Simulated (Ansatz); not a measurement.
Molecular dynamics on a 1×2×2 supercell (24 atoms) of ZnF2 (P4_2/mnm), relaxed with r2SCAN. Forces come from r2SCAN in Ansatz: constant energy and volume (NVE), velocities drawn at 1000 K, steps of 2 fs. Classical nuclei, no spin polarisation; a few dozen steps show the first response, not equilibrium.

```yaml
crystal:
  lattice:
    - [4.7033622534, 0.0, 0.0]
    - [0.0, 9.4067245069, 0.0]
    - [0.0, 0.0, 6.2535764996]
  atoms:
    - { symbol: Zn, position: [0.0, 0.0, 0.0] }
    - { symbol: Zn, position: [0.5, 0.25, 0.25] }
    - { symbol: F, position: [0.3031905517, 0.1515952758, 0.0] }
    - { symbol: F, position: [0.1968094483, 0.4015952758, 0.25] }
    - { symbol: F, position: [0.6968094483, 0.3484047242, 0.0] }
    - { symbol: F, position: [0.8031905517, 0.0984047242, 0.25] }
    - { symbol: Zn, position: [0.0, 0.0, 0.5] }
    - { symbol: Zn, position: [0.5, 0.25, 0.75] }
    - { symbol: F, position: [0.3031905517, 0.1515952758, 0.5] }
    - { symbol: F, position: [0.1968094483, 0.4015952758, 0.75] }
    - { symbol: F, position: [0.6968094483, 0.3484047242, 0.5] }
    - { symbol: F, position: [0.8031905517, 0.0984047242, 0.75] }
    - { symbol: Zn, position: [0.0, 0.5, 0.0] }
    - { symbol: Zn, position: [0.5, 0.75, 0.25] }
    - { symbol: F, position: [0.3031905517, 0.6515952758, 0.0] }
    - { symbol: F, position: [0.1968094483, 0.9015952758, 0.25] }
    - { symbol: F, position: [0.6968094483, 0.8484047242, 0.0] }
    - { symbol: F, position: [0.8031905517, 0.5984047242, 0.25] }
    - { symbol: Zn, position: [0.0, 0.5, 0.5] }
    - { symbol: Zn, position: [0.5, 0.75, 0.75] }
    - { symbol: F, position: [0.3031905517, 0.6515952758, 0.5] }
    - { symbol: F, position: [0.1968094483, 0.9015952758, 0.75] }
    - { symbol: F, position: [0.6968094483, 0.8484047242, 0.5] }
    - { symbol: F, position: [0.8031905517, 0.5984047242, 0.75] }
kpoints:
  mp_grid: { grid: [4, 2, 2] }
hamiltonian:
  xc: r2scan
scf:
  occupations: { method: fermi_dirac, width: 0.086 }
md:
  ensemble: nve
  temperature: 1000
  timestep: 2.0
  n_steps: 30
  initial_velocities: maxwell_boltzmann
  seed: 4867
```

Run as `ansatz run input.yaml --threads 4 --pin off --max-ram 5529MiB --backend cpu --events-out ev --progress --plain --runs-dir out`.

Question: It ran on 4 threads of Intel(R) Xeon(R) Gold 6455B (Sapphire Rapids), with other jobs on the host, load about 0.3 per core. About how long did it take, and what peak of host memory did it reach?

Answer: About 3.1 min, with a peak of 1.8 GiB.

```
step  t (fs)  T (K)  free energy F from step 0 (meV/atom)  kinetic energy (meV/atom)  largest force (eV/Å)
   0       0   1000                                   0.0                      123.9                  0.00
   1       2    986                                   1.8                      122.1                  0.40
   2       4    944                                   6.9                      117.0                  0.82
   3       6    879                                  15.1                      108.9                  1.25
   4       8    795                                  25.6                       98.4                  1.70
   5      10    700                                  37.4                       86.7                  2.14
   6      12    604                                  49.4                       74.8                  2.54
   7      14    517                                  60.2                       64.0                  2.86
   8      16    448                                  68.8                       55.5                  3.05
   9      18    403                                  74.3                       49.9                  3.09
  10      20    385                                  76.6                       47.7                  2.96
  11      22    391                                  75.8                       48.4                  2.69
  12      24    414                                  72.8                       51.3                  2.32
  13      26    447                                  68.7                       55.4                  1.91
  14      28    481                                  64.4                       59.6                  1.73
  15      30    509                                  60.9                       63.1                  2.03
  16      32    527                                  58.7                       65.3                  2.32
  17      34    531                                  58.2                       65.8                  2.57
  18      36    522                                  59.3                       64.7                  2.75
  19      38    501                                  61.9                       62.1                  2.86
  20      40    471                                  65.7                       58.3                  2.88
  21      42    435                                  70.2                       53.9                  2.82
  22      44    399                                  74.7                       49.4                  2.80
  23      46    366                                  78.8                       45.3                  2.98
  24      48    341                                  82.0                       42.2                  2.99
  25      50    326                                  83.8                       40.4                  2.84
  26      52    323                                  84.2                       40.0                  2.67
  27      54    330                                  83.2                       40.9                  2.59
  28      56    347                                  81.1                       43.0                  2.46
  29      58    371                                  78.1                       46.0                  2.29
  30      60    398                                  74.7                       49.4                  2.12
```

The temperature starts at 1000 K, is lowest at step 26 (323 K, 52 fs) and ends at 398 K. The atoms start on their lattice sites with kinetic energy alone, so much of it first passes into potential energy. The conserved energy stays within 0.42 meV an atom. By the last step the atoms have moved 0.20 Å in the root mean square, the drift of the whole cell taken out, 0.42 Å at most.

Positions (Å) and forces (eV/Å) at step 30:
```
Zn  -0.022   0.122  -0.091     0.096  -0.763   0.978
Zn   2.588   2.287   1.690    -0.791   0.646  -0.060
F    1.509   1.328   0.188     0.006   0.337  -0.471
F    0.767   3.609   1.614     0.228   0.282  -0.263
F    3.197   3.176   0.019     0.420   0.674   0.108
F    3.850   0.813   1.557    -0.102   0.016   0.668
Zn   0.073  -0.150   3.149    -0.254   0.432  -0.400
Zn   1.970   2.321   4.781     1.632  -0.735   0.379
F    1.527   1.307   3.169    -0.060   0.248  -0.088
F    0.982   3.871   4.703    -1.147   1.206   0.353
F    3.259   3.370   3.352    -1.255  -1.628  -0.416
F    3.787   0.882   4.696    -0.418   0.504  -0.975
Zn   0.009   4.890   0.086     0.087  -1.070  -0.322
Zn   2.378   7.210   1.450     0.542  -0.449   0.074
F    1.487   6.261  -0.049    -0.415  -0.643  -0.190
F    1.065   8.591   1.504    -0.419  -0.042   0.326
F    3.457   7.897  -0.087    -0.195  -0.006  -0.066
F    3.933   5.711   1.678    -0.748   0.590  -1.627
Zn  -0.193   4.697   3.124     2.095  -0.075   0.316
Zn   2.316   6.943   4.535    -0.235   0.675   0.105
F    1.552   6.020   2.896    -0.278   0.225   0.595
F    1.011   8.587   4.735     0.687  -0.897  -0.421
F    3.425   7.771   3.048     0.069   0.828   0.337
F    3.808   5.711   4.628     0.455  -0.355   1.061
```
